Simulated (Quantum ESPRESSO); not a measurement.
A run of Quantum ESPRESSO 7.5:

File pw.in:

```
&CONTROL
  calculation = 'scf'
  prefix = 'pwscf'
  outdir = './tmp'
  pseudo_dir = './pseudo'
  tprnfor = .true.
  tstress = .true.
  disk_io = 'low'
/
&SYSTEM
  ibrav = 0
  celldm(1) = 8
  nat = 10
  ntyp = 2
  ecutwfc = 88
  nbnd = 57
  input_dft = 'r2scan'
  occupations = 'smearing'
  smearing = 'fd'
  degauss = 0.00367493
  nosym = .true.
/
&ELECTRONS
  conv_thr = 1d-08
  electron_maxstep = 120
  mixing_beta = 0.5
/
ATOMIC_SPECIES
In   114.8180 In_ONCV_PBE-1.2.upf
O     15.9990 O_ONCV_PBE-1.2.upf
CELL_PARAMETERS alat
  0.6480579528639   0.3741564335313   1.1424969195212
 -0.6480579528639   0.3741564335313   1.1424969195212
  0.0000000000000  -0.7483128670626   1.1424969195212
ATOMIC_POSITIONS crystal
In     0.8573100000    0.8573100000    0.8573100000
In     0.6426900000    0.6426900000    0.6426900000
In     0.1426900000    0.1426900000    0.1426900000
In     0.3573100000    0.3573100000    0.3573100000
O      0.0480000000    0.7500000000    0.4520000000
O      0.7500000000    0.4520000000    0.0480000000
O      0.4520000000    0.0480000000    0.7500000000
O      0.9520000000    0.2500000000    0.5480000000
O      0.2500000000    0.5480000000    0.9520000000
O      0.5480000000    0.9520000000    0.2500000000
K_POINTS automatic
3 3 3 0 0 0
```

File bands.in:

```
&CONTROL
  calculation = 'bands'
  prefix = 'pwscf'
  outdir = './tmp'
  pseudo_dir = './pseudo'
  disk_io = 'low'
  verbosity = 'high'
/
&SYSTEM
  ibrav = 0
  celldm(1) = 8
  nat = 10
  ntyp = 2
  ecutwfc = 88
  nbnd = 57
  input_dft = 'r2scan'
  occupations = 'smearing'
  smearing = 'fd'
  degauss = 0.00367493
  nosym = .true.
/
&ELECTRONS
  conv_thr = 1d-08
  electron_maxstep = 120
  mixing_beta = 0.5
  diago_full_acc = .true.
  startingwfc = 'random'
/
ATOMIC_SPECIES
In   114.8180 In_ONCV_PBE-1.2.upf
O     15.9990 O_ONCV_PBE-1.2.upf
CELL_PARAMETERS alat
  0.6480579528639   0.3741564335313   1.1424969195212
 -0.6480579528639   0.3741564335313   1.1424969195212
  0.0000000000000  -0.7483128670626   1.1424969195212
ATOMIC_POSITIONS crystal
In     0.8573100000    0.8573100000    0.8573100000
In     0.6426900000    0.6426900000    0.6426900000
In     0.1426900000    0.1426900000    0.1426900000
In     0.3573100000    0.3573100000    0.3573100000
O      0.0480000000    0.7500000000    0.4520000000
O      0.7500000000    0.4520000000    0.0480000000
O      0.4520000000    0.0480000000    0.7500000000
O      0.9520000000    0.2500000000    0.5480000000
O      0.2500000000    0.5480000000    0.9520000000
O      0.5480000000    0.9520000000    0.2500000000
K_POINTS crystal
60
 0.0000000000  0.0000000000  0.0000000000 1
 0.0625000000  0.0000000000  0.0000000000 1
 0.1250000000  0.0000000000  0.0000000000 1
 0.1875000000  0.0000000000  0.0000000000 1
 0.2500000000  0.0000000000  0.0000000000 1
 0.3125000000  0.0000000000  0.0000000000 1
 0.3750000000  0.0000000000  0.0000000000 1
 0.4375000000  0.0000000000  0.0000000000 1
 0.5000000000  0.0000000000  0.0000000000 1
 0.5000000000  0.0396944186 -0.0396944186 1
 0.5000000000  0.0793888372 -0.0793888372 1
 0.5000000000  0.1190832558 -0.1190832558 1
 0.5000000000  0.1587776744 -0.1587776744 1
 0.5000000000  0.1984720930 -0.1984720930 1
 0.5000000000  0.2381665116 -0.2381665116 1
 0.7618334884  0.5000000000  0.2381665116 1
 0.7181945737  0.5000000000  0.2818054263 1
 0.6745556589  0.5000000000  0.3254443411 1
 0.6309167442  0.5000000000  0.3690832558 1
 0.5872778295  0.5000000000  0.4127221705 1
 0.5436389147  0.5000000000  0.4563610853 1
 0.5000000000  0.5000000000  0.5000000000 1
 0.4285714286  0.4285714286  0.4285714286 1
 0.3571428571  0.3571428571  0.3571428571 1
 0.2857142857  0.2857142857  0.2857142857 1
 0.2142857143  0.2142857143  0.2142857143 1
 0.1428571429  0.1428571429  0.1428571429 1
 0.0714285714  0.0714285714  0.0714285714 1
 0.0000000000  0.0000000000  0.0000000000 1
 0.0369083256  0.0000000000 -0.0369083256 1
 0.0738166512  0.0000000000 -0.0738166512 1
 0.1107249767  0.0000000000 -0.1107249767 1
 0.1476333023  0.0000000000 -0.1476333023 1
 0.1845416279  0.0000000000 -0.1845416279 1
 0.2214499535  0.0000000000 -0.2214499535 1
 0.2583582791  0.0000000000 -0.2583582791 1
 0.2952666046  0.0000000000 -0.2952666046 1
 0.3321749302  0.0000000000 -0.3321749302 1
 0.3690832558  0.0000000000 -0.3690832558 1
 0.6309167442  0.3690832558  0.0000000000 1
 0.5872778295  0.4127221705  0.0000000000 1
 0.5436389147  0.4563610853  0.0000000000 1
 0.5000000000  0.5000000000  0.0000000000 1
 0.5436389147  0.5436389147  0.0793888372 1
 0.5872778295  0.5872778295  0.1587776744 1
 0.6309167442  0.6309167442  0.2381665116 1
 0.6122143522  0.6122143522  0.2755712956 1
 0.5935119601  0.5935119601  0.3129760797 1
 0.5748095681  0.5748095681  0.3503808638 1
 0.5561071761  0.5561071761  0.3877856478 1
 0.5374047841  0.5374047841  0.4251904319 1
 0.5187023920  0.5187023920  0.4625952159 1
 0.5000000000  0.5000000000  0.5000000000 1
 0.5000000000  0.0000000000  0.0000000000 1
 0.5436389147  0.0615138760  0.0615138760 1
 0.5872778295  0.1230277519  0.1230277519 1
 0.6309167442  0.1845416279  0.1845416279 1
 0.6745556589  0.2460555039  0.2460555039 1
 0.7181945737  0.3075693798  0.3075693798 1
 0.7618334884  0.3690832558  0.3690832558 1
```

Potentials or basis: SG15 PBE 1.2.

Command:

```bash
$ OMP_NUM_THREADS=1 mpirun -n 2 pw.x -nk 2 -in pw.in > pw.out
$ OMP_NUM_THREADS=1 mpirun -n 2 pw.x -nk 2 -in bands.in > bands.out
```

Hardware: 2 MPI ranks on Intel(R) Xeon(R) 6975P-C (Granite Rapids) (shared host).

Q: Estimate the wall time of this run.

A: It took 27 min on 2 MPI ranks on Intel(R) Xeon(R) 6975P-C (Granite Rapids), on a shared host, peak memory 0.84 GiB a rank. Counts: scf iterations 12, k pools 2, bands 57, k points 14, g dense 94873.
